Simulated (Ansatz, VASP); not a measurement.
# GaAs in VASP and in Ansatz

```xyz
2
Lattice="0.0000 2.8727 2.8727 2.8727 0.0000 2.8727 2.8727 2.8727 0.0000" Properties=species:S:1:pos:R:3 pbc="T T T"
Ga    0.0000    0.0000    0.0000
As    4.3090    4.3090    4.3090
```

Alike in both runs: functional PBE; k mesh 12 × 12 × 12; occupations gaussian, width 0.02 eV; no spin polarisation.

Ansatz relaxed the structure, and its values are those at the end. VASP's run is a single point on that final structure, the one shown.

|  | VASP | Ansatz |
| --- | --- | --- |
| version | VASP 6.6.1 | Ansatz 0.2.0 |
| potentials or method | VASP PAW PBE potentials, release 64 (Ga_d, As) | scalar-relativistic, plane waves, PAW |
| plane-wave cutoff (eV) | 520 | 420 |
| valence electrons in the cell | 18 | 28 |

Ansatz gave:

* gap on the k mesh at the Fermi level (eV): 0.16
* least direct gap on the mesh (eV): 0.16
* pressure (GPa): 0.0

Question: What did VASP give for the same quantities?

Answer: gap on the k mesh at the Fermi level (eV): 0.16; least direct gap on the mesh (eV): 0.16; pressure (GPa): 0.2.

The functional is the same, so the differences come from potentials, cutoffs and numerics. The two sets of potentials don't hold the same shells in valence.
